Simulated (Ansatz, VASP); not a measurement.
## CdSe: VASP beside Ansatz

```
Cd Se
1.0
     4.38432    0.00000    0.00000
    -2.19216    3.79693    0.00000
     0.00000    0.00000    7.15409
Cd Se
2 2
Cartesian
  2.1922 1.2656 3.5773
  0.0000 2.5313 7.1543
  2.1922 1.2656 6.2657
  0.0000 2.5313 2.6887
```

Alike in both runs: task single point; functional PBE; k mesh 12 × 12 × 6; occupations gaussian, width 0.02 eV; no spin polarisation.

|  | VASP | Ansatz |
| --- | --- | --- |
| version | VASP 6.6.1 | Ansatz 0.2.0 |
| potentials or method | VASP PAW PBE potentials, release 64 (Cd, Se) | scalar-relativistic, plane waves, PAW |
| plane-wave cutoff (eV) | 520 | 420 |
| valence electrons in the cell | 36 | 72 |

VASP gave:

* gap on the k mesh at the Fermi level (eV): 0.54
* least direct gap on the mesh (eV): 0.54
* pressure (GPa): 0.2

Problem. Which values does Ansatz return?

Solution. gap on the k mesh at the Fermi level (eV): 0.54; least direct gap on the mesh (eV): 0.54; pressure (GPa): 0.0.

The two sets of potentials don't hold the same shells in valence.

PBE gaps usually lie below the measured ones, often by a third to a half.
